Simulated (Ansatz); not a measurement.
A plane-wave DFT run in Ansatz 0.2.0 (scalar-relativistic PAW potentials unless the input names others): input and command.

```yaml
crystal:
  lattice:
    - [1.5040368431, -2.6050682287, 0.0]
    - [1.5040368431, 0.8683560762, 4.8863028513]
    - [-4.5121105293, -2.6050682287, 0.0]
  atoms:
    - { symbol: Ti, position: [0.5, 0.0, 0.5] }
    - { symbol: Ti, position: [0.0, 0.0, 0.0] }
    - { symbol: O, position: [0.5, 0.8049605156, 0.1016535052] }
    - { symbol: O, position: [0.0, 0.8049605156, 0.6016535052] }
    - { symbol: O, position: [0.5, 0.1950394844, 0.8983464948] }
    - { symbol: O, position: [0.0, 0.1950394844, 0.3983464948] }
  symmetry: { detect: false }
basis:
  ecutwfc: 420
kpoints:
  mp_grid: { grid: [8, 6, 6], shift: [0.5, 0.5, 0.5] }
hamiltonian:
  xc: pbe
  dispersion: d3bj
  hubbard: { sites: [{ species: Ti, l: d, u_eff: 4.0 }] }
scf:
  occupations: { method: gaussian, width: 0.05 }
output:
  forces: true
  eigenvalues: true
  stress: true
```

```bash
ansatz run input.yaml --threads 2 --pin off --max-ram 5120MiB --backend cpu --events-out ev --progress --plain --runs-dir out
```

Abridged log:
```
Ti: projections on atomic orbitals take those of the free atom [Ne] 3s2 3p6 3d2 4s2, of charge +0.00 (hamiltonian.pseudopotentials.projection_atoms); the dataset's partial waves leave at most 4.1e-7 of an orbital's norm unspanned inside its sphere
O: projections on atomic orbitals take those of the free atom [He] 2s2 2p4, of charge +0.00 (hamiltonian.pseudopotentials.projection_atoms); the dataset's partial waves leave at most 1.9e-8 of an orbital's norm unspanned inside its sphere
Pseudopotentials: kind: paw
Pseudopotential: Ti, paw, valence charge 12, recommended cutoff 420 eV (normal)
Pseudopotential: O, paw, valence charge 6, recommended cutoff 420 eV (normal)
Functional definition: PBE
Crystal: 6 atoms, lattice volume = 76.580 Å³
Basis set: ecut = 420 eV, 1463 PW (Γ), exchange–correlation on 48×72×72 points (8 copies of the dense FFT grid, shifted against one another)
Bands: 30, of which v1, the nominal top of the filled ones, is band 24 counted from 1 (23 counted from 0)
Symmetry: 1 space group operations
k-points: 144 of 288 (time reversal used)
Initial density: superposition of atomic densities (chi_scale 0.1, normalization cell, long waves of neutral atoms under a Hubbard term (reshape's long-wave potential 0.07 eV rms, cloud 2.26 Å wide))
Initial wavefunctions: pseudopotential atomic-orbital guess
Functional: x = pbe(κ = 0.804, μ = 0.21951497), c = pbe(β = 0.06672455)
SCF iter   1: F=—  HF=-7271.933882 eV  |F-HF|=—  |Δ(HF+E_count)|=         —  Δρ=7.27e-2  dr2=4.80e0  ethr=3.10e-3  ⟨swp⟩=5.9  Hψ=18251  notcnv=0
SCF iter   2: F=—  HF=-7271.339194 eV  |F-HF|=—  |Δ(HF+E_count)|=   5.95e-1  Δρ=4.53e-2  dr2=1.85e0  ethr=3.10e-3  ⟨swp⟩=2.2  Hψ=8402  notcnv=0  defer=208
SCF iter   3: F=—  HF=-7271.173241 eV  |F-HF|=—  |Δ(HF+E_count)|=   1.66e-1  Δρ=2.36e-2  dr2=6.44e-1  ethr=3.10e-3  ⟨swp⟩=2.5  Hψ=6650  notcnv=0  defer=206
SCF iter   4: F=—  HF=-7271.066876 eV  |F-HF|=—  |Δ(HF+E_count)|=   1.06e-1  Δρ=5.35e-3  dr2=3.34e-2  ethr=1.34e-3  ⟨swp⟩=2.2  Hψ=7418  notcnv=0  defer=204
SCF iter   5: F=—  HF=-7271.084379 eV  |F-HF|=—  |Δ(HF+E_count)|=   1.75e-2  Δρ=1.79e-3  dr2=3.42e-3  ethr=6.96e-5  ⟨swp⟩=2.4  Hψ=7048  notcnv=0  defer=182
SCF iter   6: F=—  HF=-7271.089962 eV  |F-HF|=—  |Δ(HF+E_count)|=   5.58e-3  Δρ=4.75e-4  dr2=2.11e-4  ethr=7.11e-6  ⟨swp⟩=2.2  Hψ=6546  notcnv=0  defer=182
SCF iter   7: F=—  HF=-7271.090558 eV  |F-HF|=—  |Δ(HF+E_count)|=   5.96e-4  Δρ=1.24e-4  dr2=1.16e-5  ethr=4.39e-7  ⟨swp⟩=2.1  Hψ=6471  notcnv=0  defer=182
SCF iter   8: F=—  HF=-7271.090577 eV  |F-HF|=—  |Δ(HF+E_count)|=   1.88e-5  Δρ=2.17e-5  dr2=3.44e-7  ethr=2.42e-8  ⟨swp⟩=2.2  Hψ=6954  notcnv=0  defer=182
SCF iter   9: F=—  HF=-7271.090577 eV  |F-HF|=—  |Δ(HF+E_count)|=   5.57e-7  Δρ=1.49e-5  dr2=1.63e-7  ethr=2.08e-10  ⟨swp⟩=11.1  Hψ=20965  notcnv=0
SCF iter  10: F=-7271.090577 eV  HF=-7271.090577 eV  |F-HF|=9.80e-9  |Δ(HF+E_count)|=   6.41e-9  Δρ=7.00e-6  dr2=3.50e-8  ethr=2.08e-10  ⟨swp⟩=5.1  Hψ=15483  notcnv=0
SCF 1 converged in 10 iterations: F = -7271.090577 eV  dr2 = 3.50e-8
SCF converged after 10 iterations
Free energy (F): -7271.090577 eV
Harris-Foulkes:  -7271.090577 eV  (|F-HF|=9.80e-9)
Internal energy: -7271.090577 eV  (E = F + TS)
E sigma→0 (E₀):  -7271.090577 eV
Fermi energy:    7.472695 eV
  E_disp       = -1.163824  (pairwise vdW)
--- Forces (eV/Å), atoms counted from 1 ---
  atom   1  Ti    -0.00002477    -0.00001431     0.00006328
  atom   2  Ti     0.00002481     0.00001432     0.00008475
  atom   3  O      0.00002850     0.00001645    -0.00310919
  atom   4  O      0.00001117     0.00000645    -0.00305917
  atom   5  O     -0.00002467    -0.00001424     0.00309734
  atom   6  O     -0.00001497    -0.00000864     0.00306556
--- Stress (GPa, compression-positive) ---
        0.022592       0.000311      -0.000028
        0.000311       0.022233      -0.000016
       -0.000028      -0.000016       0.004651
  P = ⅓ Tr σ = 0.0165 GPa (0.165 kbar)
Occupation matrices written to <dir>
```

Apart from outputs and empty bands, the input differs from a reference run on usual settings in kpoints.mp_grid.shift: not typed → [0.5, 0.5, 0.5]; crystal.symmetry: not typed → {"detect": false}. The reference, at the same geometry, gave pressure 0.02 GPa, largest force 0.003 eV/Å, gap on the mesh 2.91 eV. This run converged in 10 SCF iterations (reference: 9) with an energy at zero smearing 0.03 meV/atom below the reference's, pressure 0.02 GPa, largest force 0.003 eV/Å, gap on the mesh 2.98 eV.

It took 24 s on 2 threads of Arm Neoverse V1, on a shared host, peak memory 0.68 GiB.